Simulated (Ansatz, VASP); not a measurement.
One calculation of SiC (Moissanite 3C), two programs

```
CELL_PARAMETERS angstrom
0.00000 2.17900 2.17900
2.17900 0.00000 2.17900
2.17900 2.17900 0.00000
ATOMIC_POSITIONS crystal
Si 0.00000 0.00000 0.00000
C 0.75000 0.75000 0.75000
```

Alike in both runs: task single point; functional PBE; k mesh 10 × 10 × 10; occupations fermi-dirac, width 0.05 eV; no spin polarisation.

|  | VASP | Ansatz |
| --- | --- | --- |
| version | VASP 6.6.1 | Ansatz 0.2.0 |
| potentials or method | VASP PAW PBE potentials, release 64 (Si, C) | Ansatz PAW soft_1 |
| plane-wave cutoff (eV) | 520 | 420 |
| valence electrons in the cell | 8 | 8 |

|  | VASP | Ansatz | Ansatz less VASP |
| --- | --- | --- | --- |
| gap on the k mesh at the Fermi level (eV) | 1.36 | 1.36 | +0.003 |
| least direct gap on the mesh (eV) | 4.54 | 4.55 | +0.009 |
| pressure (GPa) | 3.2 | 3.3 | +0.06 |

A k mesh can miss the band edges. As with any semilocal functional, this PBE gap is likely too small.
